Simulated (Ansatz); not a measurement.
# TaN: the cost of one run

Computed with Ansatz 0.2.0 (DFT r²SCAN+U (U_eff = 4 eV on Ta d), plane waves, PAW, no spin–orbit coupling unless a run says so, unless a step's input says otherwise).

1 further run of the same task is left out (it didn't finish). Runs told in other sessions of the task aren't counted.

### 1 The structure to begin with

It takes space group P6_3/mmc (No. 194, hexagonal). Conventional cell: a = 3.048 Å, b = 3.048 Å, c = 4.918 Å, α = 90.00°, β = 90.00°, γ = 120.00°. Ta (site symmetry -3m) is surrounded by 6 N at 2.15 Å and 2 Ta at 2.46 Å. N (site symmetry -6m2) is surrounded by 6 Ta at 2.15 Å.

As a file:

```cif
data_structure
_symmetry_space_group_name_H-M 'P 1'
_symmetry_Int_Tables_number 1
_cell_length_a 3.0480
_cell_length_b 6.0960
_cell_length_c 4.9180
_cell_angle_alpha 90.000
_cell_angle_beta 90.000
_cell_angle_gamma 120.000
_cell_volume 79.14
loop_
_atom_site_label
_atom_site_type_symbol
_atom_site_fract_x
_atom_site_fract_y
_atom_site_fract_z
_atom_site_occupancy
Ta1 Ta 0.00000 0.00000 0.00000 1
Ta2 Ta 0.00000 0.00000 0.50000 1
N1 N 0.33333 0.33333 0.25000 1
N2 N 0.66667 0.16667 0.75000 1
Ta3 Ta 0.00000 0.50000 0.00000 1
Ta4 Ta 0.00000 0.50000 0.50000 1
N3 N 0.33333 0.83333 0.25000 1
N4 N 0.66667 0.66667 0.75000 1
```

Magnetic order typed: antiferromagnetic, doubled cell 0 1/2 0.

An earlier series on this cell reached its lowest free state from «random orbitals: drawn by pairs, first filling», perhaps among other starts.

### 2 Random orbitals: single harmonics, second filling

Contents of input.yaml:

```yaml
crystal:
  lattice:
    - [3.04800184, 0.0, 0.0]
    - [-3.04800184, 5.27929406, 0.0]
    - [0.0, 0.0, 4.91799978]
  atoms:
    - { symbol: Ta, position: [0.0, 0.0, 0.0], spin: 0.3 }
    - { symbol: Ta, position: [0.0, 0.0, 0.5], spin: 0.3 }
    - { symbol: "N", position: [0.3333333333, 0.3333333334, 0.25] }
    - { symbol: "N", position: [0.6666666667, 0.1666666666, 0.75] }
    - { symbol: Ta, position: [0.0, 0.5, 0.0], spin: -0.3 }
    - { symbol: Ta, position: [0.0, 0.5, 0.5], spin: -0.3 }
    - { symbol: "N", position: [0.3333333333, 0.8333333333, 0.25] }
    - { symbol: "N", position: [0.6666666667, 0.6666666666, 0.75] }
basis:
  ecutwfc: 500
  ecutrho_ratio: 4
kpoints:
  mp_grid: { grid: [7, 7, 4] }
hamiltonian:
  xc: r2scan
  hubbard:
    sites:
      - { site: 0, l: d, u_eff: 4.0, starting_ns: [{ spin: up, occupation_matrix: s0up }, { spin: down, occupation_matrix: s0down }] }
      - { site: 1, l: d, u_eff: 4.0, starting_ns: [{ spin: up, occupation_matrix: s1up }, { spin: down, occupation_matrix: s1down }] }
      - { site: 4, l: d, u_eff: 4.0, starting_ns: [{ spin: up, occupation_matrix: s4up }, { spin: down, occupation_matrix: s4down }] }
      - { site: 5, l: d, u_eff: 4.0, starting_ns: [{ spin: up, occupation_matrix: s5up }, { spin: down, occupation_matrix: s5down }] }
    occupation_matrices:
      s0up:
        matrix:
          - [0.02, 0.0, 0.0, 0.0, 0.0]
          - [0.0, 0.02, 0.0, 0.0, 0.0]
          - [0.0, 0.0, 0.02, 0.0, 0.0]
          - [0.0, 0.0, 0.0, 0.02, 0.0]
          - [0.0, 0.0, 0.0, 0.0, 0.97]
      s0down:
        matrix:
          - [0.02, 0.0, 0.0, 0.0, 0.0]
          - [0.0, 0.97, 0.0, 0.0, 0.0]
          - [0.0, 0.0, 0.02, 0.0, 0.0]
          - [0.0, 0.0, 0.0, 0.02, 0.0]
          - [0.0, 0.0, 0.0, 0.0, 0.02]
      s1up:
        matrix:
          - [0.02, 0.0, 0.0, 0.0, 0.0]
          - [0.0, 0.02, 0.0, 0.0, 0.0]
          - [0.0, 0.0, 0.97, 0.0, 0.0]
          - [0.0, 0.0, 0.0, 0.02, 0.0]
          - [0.0, 0.0, 0.0, 0.0, 0.02]
      s1down:
        matrix:
          - [0.02, 0.0, 0.0, 0.0, 0.0]
          - [0.0, 0.97, 0.0, 0.0, 0.0]
          - [0.0, 0.0, 0.02, 0.0, 0.0]
          - [0.0, 0.0, 0.0, 0.02, 0.0]
          - [0.0, 0.0, 0.0, 0.0, 0.02]
      s4up:
        matrix:
          - [0.02, 0.0, 0.0, 0.0, 0.0]
          - [0.0, 0.02, 0.0, 0.0, 0.0]
          - [0.0, 0.0, 0.97, 0.0, 0.0]
          - [0.0, 0.0, 0.0, 0.02, 0.0]
          - [0.0, 0.0, 0.0, 0.0, 0.02]
      s4down:
        matrix:
          - [0.97, 0.0, 0.0, 0.0, 0.0]
          - [0.0, 0.02, 0.0, 0.0, 0.0]
          - [0.0, 0.0, 0.02, 0.0, 0.0]
          - [0.0, 0.0, 0.0, 0.02, 0.0]
          - [0.0, 0.0, 0.0, 0.0, 0.02]
      s5up:
        matrix:
          - [0.02, 0.0, 0.0, 0.0, 0.0]
          - [0.0, 0.02, 0.0, 0.0, 0.0]
          - [0.0, 0.0, 0.02, 0.0, 0.0]
          - [0.0, 0.0, 0.0, 0.02, 0.0]
          - [0.0, 0.0, 0.0, 0.0, 0.97]
      s5down:
        matrix:
          - [0.02, 0.0, 0.0, 0.0, 0.0]
          - [0.0, 0.02, 0.0, 0.0, 0.0]
          - [0.0, 0.0, 0.97, 0.0, 0.0]
          - [0.0, 0.0, 0.0, 0.02, 0.0]
          - [0.0, 0.0, 0.0, 0.0, 0.02]
    ns_hold: { iters: 5 }
scf:
  occupations: { method: gaussian, width: 0.05 }
  lower_state_search: "off"
  max_iter: 150
output:
  forces: true
  stress: true
  eigenvalues: true
  populations: true
  hubbard:
    sites:
      - { site: 0, l: d }
      - { site: 1, l: d }
      - { site: 4, l: d }
      - { site: 5, l: d }
magnetization:
  spin_polarized: true
```

The typed matrices put 0.97 on the chosen orbitals and 0.02 on the others, and are held for 5 cycles.

The run is started by

```sh
$ ansatz run input.yaml --threads 8 --pin off --max-ram 12288MiB --backend cpu --events-out ev --progress --plain --runs-dir out
```

**Question.** How long does this run take on 8 threads of Arm Neoverse V2, shared host, and how much memory does it need?

About 92 s, with a peak of 1.9 GiB.
